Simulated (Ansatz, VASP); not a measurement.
# Ta: VASP and Ansatz over several settings

```xyz
1
Lattice="-1.6622 1.6622 1.6622 1.6622 -1.6622 1.6622 1.6622 1.6622 -1.6622" Properties=species:S:1:pos:R:3 pbc="T T T"
Ta    0.0000    0.0000    0.0000
```

Change from the starting cell: volume scaled by 1.02.

Single points on this cell with VASP 6.6.1 and Ansatz 0.2.0. Each row is one pair of runs. Alike in all rows: spin: off; k mesh: 11 × 11 × 11; smearing: fermi-dirac, width 0.05 eV; VASP's potentials, cutoff: VASP PAW PBE potentials, release 64 (Ta_pv), 520 eV.

```tsv
level	Ansatz's potentials, cutoff	gap on the k mesh at the Fermi level (eV), VASP	gap on the k mesh at the Fermi level (eV), Ansatz	pressure (GPa), VASP	pressure (GPa), Ansatz
PBE	Ansatz PAW, 420 eV	none	none	-1.2	-1.3
PBE	Ansatz PAW earlier set, 640 eV	none	none	-1.2	-1.3
PBE	JTH PAW, 1290 eV	none	none	-1.2	-1.3
PBE	SPMS NC, 463 eV	none	none	-1.2	-1.4
PBE	PseudoDojo standard (PBE files), 789 eV	none	none	-1.2	-1.3
PBE	PseudoDojo stringent (PBE files), 1796 eV	none	none	-1.2	-1.8
PBE	Ansatz NC, 1000 eV	none	?	-1.2	?
PBEsol	Ansatz PAW, 420 eV	none	none	-7.9	-8.0
```

Q: Fill in what Ansatz gave in row 7.

A: gap on the k mesh at the Fermi level (eV): none; pressure (GPa): -1.3.

A gap of «none» marks a metal or a gap that the smearing closes.

Caveats: the PAW data sets were made with another functional, which shifts forces and pressure a little (VASP); the PAW data sets come from PBE, with cores solved anew for the run's functional, which leaves a small shift of forces and pressure (Ansatz).
